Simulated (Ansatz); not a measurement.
Crystal: Ca.

```
CELL_PARAMETERS angstrom
-2.24000 2.24000 2.24000
2.24000 -2.24000 2.24000
2.24000 2.24000 -2.24000
ATOMIC_POSITIONS crystal
Ca 0.00000 0.00000 0.00000
```

This isn't the form of Ca at room conditions, which is fcc.

| Property | Result |
| --- | --- |
| Program | Ansatz 0.2.0 |
| Task | relaxation of cell and atoms |
| Functional | PBE |
| Dispersion | D3(BJ)-ATM |
| Potentials or basis | Ansatz PAW |
| Cutoff | 420 eV (not typed: the program's choice for these potentials) |
| k mesh | 8 × 8 × 8 |
| Occupations | fermi-dirac, width 0.05 eV |
| Spin | no spin polarisation |

At the start: volume 44.96 Å³/atom.

Question: Where does the relaxation end?

Answer: It ends after 5 steps and the volume is 40.13 Å³/atom (-10.7 %); space group Im-3m (No. 229, to 0.05 Å).

Step by step:
```tsv
step	energy change (eV)	largest force (eV/Å)	volume (Å³)
1	0.0000	0.0000	44.96
2	-0.0164	0.0000	43.07
3	-0.0270	0.0000	39.86
4	-0.0271	0.0000	40.13
5	-0.0269	0.0000	40.13
```

Final structure:
```cif
data_structure
_symmetry_space_group_name_H-M 'P 1'
_symmetry_Int_Tables_number 1
_cell_length_a 3.7356
_cell_length_b 3.7356
_cell_length_c 3.7356
_cell_angle_alpha 109.471
_cell_angle_beta 109.471
_cell_angle_gamma 109.471
_cell_volume 40.13
loop_
_atom_site_label
_atom_site_type_symbol
_atom_site_fract_x
_atom_site_fract_y
_atom_site_fract_z
_atom_site_occupancy
Ca1 Ca 0.00000 0.00000 0.00000 1
```

Caveat: the plane-wave basis is chosen anew once the cell has moved, so the energies of steps on either side of that aren't comparable; pairwise dispersion overbinds metals, which lowers pressure and volume.
